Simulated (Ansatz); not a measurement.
## How far is PAW off for SnSe?

```
Sn Se
1.0
     3.67965    0.00000    0.00000
     0.00000    3.67965    0.00000
     0.00000    0.00000    3.67965
Sn Se
1 1
Cartesian
  0.0462 0.0462 0.0462
  1.8398 1.8398 1.8398
```

Atoms are numbered in the order listed.

The cell was built from the CsCl type and relaxed in the same program; it needn't be a known or the stable phase. The listed cell was then made from it by scaling, straining or moving an atom.

Spin–orbit coupling is left out, though it moves levels of the heavy atoms by tenths of an eV or more.

All numbers are computed: DFT, PBE, PAW with Ansatz's default frozen-core files, scalar-relativistic (Ansatz 0.2.0); DFT, PBE, all-electron PAW with datasets made for the crystal, scalar-relativistic (Ansatz 0.2.0); DFT, PBE, all-electron LAPW, scalar-relativistic (Ansatz 0.2.0).

For PAW: a Γ-centred 12×12×12 k mesh, Fermi–Dirac smearing of 0.03 eV, cutoff 420 eV, no spin polarisation. The crystal-made all-electron datasets (AE datasets) take a cutoff of 260 eV at this cell. LAPW targets a basis error of 1 meV/atom. The Ansatz runs share mesh, smearing and spin set-up. Plane-wave (PAW) pressures include the program's estimate of the Pulay term.

Stress and pressure are positive in compression.

The change that made this cell: atom 1 (Sn) moved by (0.0462, 0.0462, 0.0462) Å.

| quantity | PAW | AE datasets | LAPW |
| --- | --- | --- | --- |
| pressure (GPa) | 0.08 | 0.07 | 0.07 |
| force on Sn1, x (eV/Å) | 0.049 | 0.049 | 0.049 |
| force on Se2, x (eV/Å) | -0.049 | -0.049 | -0.049 |

PAW's pressure differs from the LAPW value by about 0.01 GPa or less. Datasets made for the crystal and LAPW share parts of one code, so their agreement isn't an independent check.
